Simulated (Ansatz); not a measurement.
# CuI: how well frozen cores do

The same cell of CuI is computed with full-potential LAPW, PAW with frozen cores and datasets made for this crystal, to set the results side by side.

Method: DFT LDA, scalar-relativistic, in Ansatz 0.2.0.

## 1. The structure to begin with

Symmetry: Cmcm, No. 63, orthorhombic system. Conventional cell: a = 7.466 Å, b = 7.422 Å, c = 4.307 Å, α = 90.00°, β = 90.00°, γ = 90.00°. Cu (site symmetry m2m) is surrounded by 2 Cu at 2.46 Å and 3 I at 2.58 to 2.59 Å. I (site symmetry m2m) is surrounded by 3 Cu at 2.58 to 2.59 Å.

As a file:

```
CELL_PARAMETERS angstrom
3.73317 -3.71109 0.00000
3.73317 3.71109 0.00000
0.00000 0.00000 4.30700
ATOMIC_POSITIONS crystal
Cu 0.42044 0.57956 0.75000
Cu 0.57956 0.42044 0.25000
I 0.77004 0.22996 0.75000
I 0.22996 0.77004 0.25000
```

The cell is one relaxed in the Materials Project, used as it stands.

Atoms are numbered in the order of the input: Cu1, Cu2, I3, I4.

## 2. Full-potential LAPW

input.yaml reads:

```yaml
crystal:
  lattice:
    - [3.73316759, -3.71108637, 0.0]
    - [3.73316759, 3.71108637, 0.0]
    - [0.0, 0.0, 4.30699767]
  atoms:
    - { symbol: Cu, position: [0.42043883, 0.57956117, 0.75] }
    - { symbol: Cu, position: [0.57956117, 0.42043883, 0.25] }
    - { symbol: I, position: [0.77004268, 0.22995732, 0.75] }
    - { symbol: I, position: [0.22995732, 0.77004268, 0.25] }
kpoints:
  mp_grid: { grid: [5, 5, 6] }
  band_path:
    path:
      - [0.0, 0.0, 0.0]
      - [0.5, 0.5, 0.0]
      - [0.4970513089, 0.5029486911, 0.0]
      - [-0.4970513089, 0.4970513089, 0.0]
      - [0.0, 0.0, 0.0]
      - [0.0, 0.0, 0.5]
      - [-0.4970513089, 0.4970513089, 0.5]
      - [0.4970513089, 0.5029486911, 0.5]
      - [0.5, 0.5, 0.5]
    npoints: 14
scf:
  occupations: { method: fermi_dirac, width: 0.02 }
hamiltonian:
  xc: lda
  pseudopotentials: { kind: all_electron, lapw: { basis_error: 0.0005 } }
output:
  forces: true
  stress: true
  eigenvalues: true
  populations: true
  dos: { projected: true, de: 0.2, e_range: [-14, 8] }
```

Launch:

```sh
ansatz run input.yaml --threads 1 --pin off --max-ram 6144MiB --backend cpu --events-out ev --progress --plain --runs-dir out
```

## 3. PAW with frozen cores

Changes to input.yaml since step 2:

```diff
@@ -28,3 +28,3 @@
   xc: lda
-  pseudopotentials: { kind: all_electron, lapw: { basis_error: 0.0005 } }
+  pseudopotentials: { kind: paw }
 output:
@@ -33,3 +33,9 @@
   eigenvalues: true
+  efg: { contact_densities: true }
   populations: true
+  bader: true
   dos: { projected: true, de: 0.2, e_range: [-14, 8] }
+  write_density: true
+  write_potential: true
+  elf: true
+  volumetric_format: npy
```

## 4. Datasets made for this crystal

Changes to input.yaml since step 3:

```diff
@@ -23,3 +23,3 @@
       - [0.5, 0.5, 0.5]
-    npoints: 14
+    npoints: 8
 scf:
@@ -28,3 +28,3 @@
   xc: lda
-  pseudopotentials: { kind: paw }
+  pseudopotentials: { kind: all_electron, datasets: crystal }
 output:
@@ -34,8 +34 @@
   efg: { contact_densities: true }
-  populations: true
-  bader: true
-  dos: { projected: true, de: 0.2, e_range: [-14, 8] }
-  write_density: true
-  write_potential: true
-  elf: true
-  volumetric_format: npy
```

(Steps that only read results are left out.)

Before running it: what results should come out? Wanted: pressure; gap; largest force; Bader charges; highest ELF.

The runs gave:

| quantity | value |
| --- | --- |
| pressure | LAPW -3.04, PAW -3.04, crystal datasets -3.04 GPa |
| gap (LAPW) | 0.86 eV, direct at Γ |
| largest force | LAPW 0.389, PAW 0.390, crystal datasets 0.389 eV/Å |
| Bader charges (PAW) | Cu1 +0.24, I3 -0.24 e |
| highest ELF (PAW) | 0.82, 1.30 Å from I |

What this shows: The pressure of -3.0 GPa pushes the cell to shrink, with the atoms held in place. The gap is 0.86 eV, direct at Γ. Spin-orbit coupling is left out, though the cell holds I; it can shift such gaps by tenths of an eV. The top eV of the valence band is mostly Cu 3d (53 % of the projected weight). The projection holds only the free atom's occupied shells (Cu 4s, Cu 3d, I 5p in this range). The field gradient at I3, the largest by crystal datasets, is -42.40 by PAW and -42.74 by crystal datasets (10²¹ V/m²), within 5 %. No spin–orbit coupling: at heavy atoms the gradients can be off by tens of per cent for that reason. In pressure, PAW differs from LAPW by less than 0.01 GPa and less than 0.01 eV in the gap. The forces differ by at most 1 meV/Å in a component, on a largest force of 0.389 eV/Å. The price, with the outputs that each input asks for: 3.3 min for LAPW against 59 s for PAW, about 3 to one.

The gaps are Kohn-Sham values of a semilocal functional, not quasiparticle or optical gaps. Such gaps usually fall short of the measured ones; spin-orbit coupling, left out here, narrows gaps with I, so the two errors partly cancel.
